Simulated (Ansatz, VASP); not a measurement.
# One calculation of Y, two programs

The input INCAR:

```
SYSTEM = Y
PREC     = Accurate       ! precision mode
ENCUT    = 520            ! plane-wave cutoff, eV
EDIFF    = 1E-6           ! SCF threshold, eV
ISMEAR   = -1             ! smearing method
SIGMA    = 0.1            ! smearing width, eV
LREAL    = .FALSE.        ! projectors in reciprocal space
LASPH    = .TRUE.         ! aspherical terms in the spheres
NELM     = 60             ! most SCF steps
ALGO     = Normal         ! electronic algorithm
ISIF     = 2              ! what is computed and relaxed
LWAVE    = .FALSE.        ! write WAVECAR
LCHARG   = .TRUE.         ! write CHGCAR
LELF     = .TRUE.         ! ELF
LVHAR    = .TRUE.       
NBANDS   = 12             ! bands
```

Contents of KPOINTS:

```
Automatic mesh
0
G
  11 11 11
  0 0 0
```

POSCAR

```
Y
1.0
    3.2224908566      0.0000000000      0.0000000000
    0.0000000000      3.2224908566      0.0000000000
    0.0000000000      0.0000000000      3.2224908566
Y
1
Direct
    0.0000000000      0.0000000000      0.0000000000
```

Input for Ansatz:

```yaml
crystal:
  lattice:
    - [3.2224908566, 0.0, 0.0]
    - [0.0, 3.2224908566, 0.0]
    - [0.0, 0.0, 3.2224908566]
  atoms:
    - { symbol: "Y", position: [0.0, 0.0, 0.0] }
hamiltonian:
  xc: lda
  pseudopotentials:
    kind: paw
    azcp:
      "Y": "pseudopotentials/Y.paw.azcp"
basis:
  ecutwfc: 420
  fft_grid_basis: typed
kpoints:
  mp_grid: { grid: [11, 11, 11], shift: [0, 0, 0] }
magnetization:
  spin_polarized: false
scf:
  occupations: { method: fermi_dirac, width: 0.1 }
  lower_state_search: "off"
output:
  stress: true
```

Alike in both runs: task single point; functional LDA; k mesh 11 × 11 × 11; occupations fermi-dirac, width 0.1 eV; no spin polarisation.

```csv
,VASP,Ansatz
version,VASP 6.6.1,Ansatz 0.2.0
potentials or method,"VASP PAW LDA potentials, release 64 (Y_sv)","plane waves (420 eV) with PAW, scalar-relativistic"
plane-wave cutoff (eV),520,420
valence electrons in the cell,11,11
```

```csv
,VASP,Ansatz,Ansatz less VASP
pressure (GPa),-2.2,-2.2,+0.08
```

Ansatz warned: «pseudo_functional_mismatch».
